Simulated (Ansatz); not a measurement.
## ZnS at 9 GPa: from Born charge to LO–TO splitting and polaron coupling

These are results of DFT PBE, scalar-relativistic, plane waves, PAW in Ansatz 0.2.0, not measurements. Plane waves to 420 eV; Γ-centred k mesh 10×10×10; fixed occupations. No spin polarisation. Phonons by linear response, acoustic sum rule imposed.

The cell, relaxed at 9 GPa:
Space group F-43m (No. 216). a = 5.260 Å, b = 5.260 Å, c = 5.260 Å, α = 90.00°, β = 90.00°, γ = 90.00°
| atom | site | symmetry | x | y | z |
| --- | --- | --- | --- | --- | --- |
| Zn | 4a | -43m | 0.0000 | 0.0000 | 0.0000 |
| S | 4c | -43m | 0.2500 | 0.2500 | 0.2500 |

Linear response gives ν_TO = 310.5 cm⁻¹, Born charges ±1.883 e (positive on Zn) and ε∞ = 5.925. The primitive cell holds 36.381 Å³, and the masses are 65.380 and 32.060 amu.

Question: Find ν_LO and the static dielectric constant.

Answer: The long-wave field adds a restoring force: ω_LO² − ω_TO² = Z*²e²/(ε_vac ε∞ μV). In these units ν_LO² − ν_TO² = 4.92064×10⁷ Z*²/(μ V ε∞) cm⁻², with μ = m₁m₂/(m₁ + m₂) = 21.512 amu: 37611 cm⁻². So ν_LO = √(310.5² + 37611) = 366.1 cm⁻¹, and the run gives 366.1. Lyddane–Sachs–Teller then gives ε0 = ε∞ (ν_LO/ν_TO)² = 8.24, against 8.24 in the run (it forms both from the same three quantities, so the match checks the arithmetic only). Between ν_TO and ν_LO the dielectric function is negative and an undamped crystal reflects fully: a reststrahlen band from 27.3 to 32.2 μm.

Question: What do the Clausius–Mossotti polarisability and the Szigeti charge come to?

Answer: With the Lorentz local field, α = (3V/4π)(ε∞ − 1)/(ε∞ + 2) = 5.40 Å³ for the pair, and e_S = 3Z*/(ε∞ + 2) = 0.71 e. The Born charge includes the electrons' response to the dipole's own local field, and e_S takes that enhancement out. The Lorentz field assumes point-like polarisable ions, a poor picture once ε∞ is this large, since the electron clouds then overlap or are shared, so both numbers are formal here.

Question: How strongly does a slow electron couple to the LO mode?

Answer: For one isotropic parabolic band, Fröhlich's constant is α_F = (1/ε∞ − 1/ε0) √(m* Ry/ħω_LO), with Ry = 13.606 eV, ħω_LO = 45.4 meV and m* in free-electron masses: α_F = 0.0474 × 17.31 × √m* = 0.82 √m*. The band mass isn't part of this run; for m* = 0.1, 0.3 and 1 it gives 0.26, 0.45, 0.82. In weak coupling the polaron lies α_F ħω_LO below the band edge (20 meV at m* = 0.3) with a mass m*(1 + α_F/6); past α_F of about 5 or 6 that expansion fails. A semilocal functional's ε∞ tends to be too large, which taken alone lowers α_F.

Cost: 1 run of about 1.3 core-minutes, on Arm Neoverse V1 (shared hosts).

Compressed zinc-blende ZnS comes out as a polar semiconductor in which electrons do most of the screening: ε∞ is 5.925 of a static constant of 8.24. The Born charge of 1.883 e lies close to zinc's formal divalent charge, but that doesn't make the crystal fully ionic. It is a dynamical charge, and in tetrahedral sp³ bonds, polarised towards sulfur, it includes charge that shifts along the bonds as the sublattices move. This charge drives the LO–TO splitting, while the electronic screening limits it.

The same screening leaves only a modest lattice contribution for a slow carrier to feel, so the Fröhlich coupling stays below the strong-coupling range for every trial mass. This suggests a large, mobile electron polaron, the conduction-band minimum of zinc-blende ZnS being s-like and nearly isotropic. The estimate doesn't carry over directly to holes, whose sulfur p-derived bands are degenerate and warped. Nor does it rule out self-trapping through short-range lattice distortion, which the long-wave Fröhlich model leaves out.
